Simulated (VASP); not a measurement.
A run of VASP 6.6.1 is set up as follows.

File INCAR:

```
SYSTEM = Cu10N
  PREC = Normal
  ENCUT = 450
  EDIFF = 1E-7
  ISMEAR = 1
  SIGMA = 0.1
  LREAL = Auto
  LASPH = .TRUE.
  NELM = 80
  ALGO = Fast
  ISIF = 2
  LWAVE = .FALSE.
  LCHARG = .FALSE.
  LDIPOL = .TRUE.
  IDIPOL = 3
  DIPOL = 0.5 0.5 0.480
  GGA = MK
  LUSE_VDW = .TRUE.
  AGGAC = 0.0
  PARAM1 = 0.1234
  PARAM2 = 0.711357
  ZAB_VDW = -1.8867
  LVHAR = .TRUE.
  LVACPOTAV = .TRUE.
  ICORELEVEL = 1
  KPAR = 4
```

File KPOINTS:

```
regular mesh
0
G
  8 8 1
  0 0 0
```

File POSCAR:

```
Cu10N                                   
1.0
    3.6070720000      0.0000000000      0.0000000000
    0.0000000000      3.6070720000      0.0000000000
    0.0000000000      0.0000000000     26.2141440000
  Cu              N             
    10     1
Selective dynamics
Direct
     0.0000000000000000    0.5000000000000000    0.3242524300000014   F   F   F
     0.5000000000000000    0.0000000000000000    0.3242524300000014   F   F   F
     0.5000000000000000    0.5000000000000000    0.3930525399999993   F   F   F
     0.0000000000000000    0.0000000000000000    0.3930525399999993   F   F   F
     0.0002327748815956    0.5002327748815956    0.4616581442121653   T   T   T
     0.4997672251184047    0.9997672251184044    0.4616581442121653   T   T   T
     0.4989812417734315    0.5010187582265685    0.5304392352433634   T   T   T
     0.0010187582265686    0.9989812417734316    0.5304392352433634   T   T   T
     0.0128854306938790    0.5128854306938790    0.6002392208283910   T   T   T
     0.4871145693061208    0.9871145693061210    0.6002392208283910   T   T   T
     0.7500000000000000    0.2500000000000000    0.6445141140542503   T   T   T
```

Potentials or basis: VASP PAW PBE potentials, release 64 (Cu, N).

Command:

```bash
$ cat potpaw_PBE.64/Cu/POTCAR potpaw_PBE.64/N/POTCAR > POTCAR
$ mpirun -np 4 vasp_std > vasp.out
```

Q: Predict the work function of the lower face.

A: 4.76 eV.

Q: What does it give for the work function of the upper face?

A: 7.06 eV.

Q: What does it give for the largest force?

A: 0.179 eV/Å.

Forces in eV/Å, atoms in the order of the input:
```
Cu  -0.004 -0.004  0.177
Cu   0.004  0.004  0.177
Cu  -0.006  0.006 -0.179
Cu   0.006 -0.006 -0.179
Cu   0.010  0.010  0.005
Cu  -0.010 -0.010  0.005
Cu   0.008 -0.008  0.001
Cu  -0.008  0.008  0.001
Cu   0.013  0.013  0.004
Cu  -0.013 -0.013  0.004
N    0.000  0.000 -0.014
```

Caveat: the PAW data sets were made with another functional, which shifts forces and pressure a little; the run has no spin polarisation, though such a crystal can be magnetic.
